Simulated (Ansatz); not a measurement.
SnO:

```xyz
4
Lattice="3.8137 0.0000 0.0000 0.0000 3.8137 0.0000 0.0000 0.0000 4.8869" Properties=species:S:1:pos:R:3 pbc="T T T"
Sn    1.9068    0.0000    3.7367
Sn    0.0000    1.9068    1.1503
O     0.0000    0.0000    0.0000
O     1.9068    1.9068    0.0000
```

The cell is a database's computed one.

Base run:

| Property | Result |
| --- | --- |
| Program | Ansatz 0.2.0 |
| Functional | LDA |
| Potentials or basis | all-electron LAPW, scalar-relativistic |
| Cutoff | 318 eV |
| Density cutoff | 1273 eV |
| Basis error allowed | 0.002 eV/atom |
| k mesh | 7 × 7 × 6 |
| Occupations | fermi-dirac, width 0.05 eV |
| Spin | no spin polarisation |

Its results: band gap on the k mesh 0.46 eV, indirect (least direct gap 2.01 eV); pressure -3.3 GPa; largest force 0.236 eV/Å.

Problem. After a change of settings the same cell gave: band gap on the k mesh 0.36 eV, indirect (least direct gap 1.99 eV); pressure -0.6 GPa; largest force 0.071 eV/Å. Which change was it?
A. functional from LDA to PBE
B. functional from LDA to PBEsol
C. functional from LDA to PBE; potentials or basis from all-electron LAPW, scalar-relativistic to all-electron PAW datasets made for the crystal
D. functional from LDA to PBE; basis error allowed from 0.002 eV/atom to 0.001 eV/atom

Solution. B.

PBEsol binds less tightly than LDA, so the same cell stands under more pressure.

Caveats: spin-orbit coupling is left out, which moves the levels of the heavy elements; the mesh misses the band edges, which the band path finds closer together.

Not every run made on this cell is shown here.
